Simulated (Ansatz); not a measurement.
**Lattice dynamics at Γ of KBr (h-MgO type)**

Perturbation theory with PBEsol in Ansatz 0.2.0 on the PBEsol cell, ground state and force constants on a 6×6×4 mesh. The calculation is spin-unpolarised, and the structure need not be a phase that has been made.

Space group P6_3/mmc (No. 194), hexagonal; conventional cell a = 5.571 Å, c = 6.495 Å, 43.64 Å³ an atom. K has 5 Br at 3.22–3.25 Å; Br has 5 K at 3.22–3.25 Å.

```
K Br
1.0
     5.57075    0.00000    0.00000
    -2.78538    4.82441    0.00000
     0.00000    0.00000    6.49472
K Br
2 2
Direct
  0.33333 0.66667 0.25000
  0.66667 0.33333 0.75000
  0.66667 0.33333 0.25000
  0.33333 0.66667 0.75000
```

Optical modes without the longitudinal term:

| ω (cm⁻¹) | degeneracy | IR intensity, summed over the level ((D/Å)²/amu) |
| --- | --- | --- |
| 42 | 2 | 0.00 |
| 66 | 1 | 0.00 |
| 116 | 2 | 3.58 |
| 116 | 2 | 0.00 |
| 117 | 1 | 2.36 |
| 127 | 1 | 0.00 |

All optical modes at Γ are real, from 42 to 127 cm⁻¹ without the longitudinal term; this says nothing of other wave vectors. With the long-range field the highest mode reaches 162 cm⁻¹. Of the real levels 2 are infrared active, the strongest at 116 cm⁻¹.

The clamped-ion dielectric constant comes out as 2.18 along x and y, 2.32 along z. With the ions relaxed, ε⁰ is 3.8 along x and y, 4.4 along z. Born charges, averaged over directions: K +1.06, Br -1.06 e.

For comparison, on the r2SCAN cell the mean ε∞ is 2.11 with r2SCAN (ground state on 6×6×4; least gap 4.76 eV), 2.19 with PBE (ground state on 6×6×4; least gap 4.19 eV).

Spin-orbit coupling is left out.
